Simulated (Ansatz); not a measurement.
A run of Ansatz 0.2.0 is set up as follows.

input

```
crystal:
  lattice:
    - [-1.472872, 1.71213, 4.212083]
    - [1.472872, -1.71213, 4.212083]
    - [1.472872, 1.71213, -4.212083]
  atoms:
    - { symbol: Ti, position: [0.0, 0.0, 0.0] }
    - { symbol: Si, position: [0.670078, 0.670078, 0.0] }
    - { symbol: Si, position: [0.329922, 0.329922, 0.0] }
hamiltonian:
  xc:
    exchange: pbe
    correlation: pbe
    exx: { coeff: 0.25, omega: 0.15 }
  pseudopotentials: { kind: paw }
kpoints:
  mp_grid: { grid: [6, 6, 6] }
scf:
  occupations: { method: fermi_dirac, width: 0.05 }
output:
  forces: true
  stress: true
  eigenvalues: true
```

What does it give for the pressure?

-3.2 GPa.

Predict the band gap on the k mesh.

none (metal or under the smearing width).

What does it give for the largest force?

0.174 eV/Å.

Stress tensor (GPa, compression positive):
```
-1.41  0.00  0.00
 0.00 -3.42  0.00
 0.00  0.00 -4.75
```

Caveat: the k mesh is coarse (spacing up to 0.47 Å⁻¹), so the values aren't converged, least of all with exact exchange; the PAW data sets come from PBE, with cores solved anew for the run's functional, which leaves a small shift of forces and pressure; the thresholds are loose for stress.
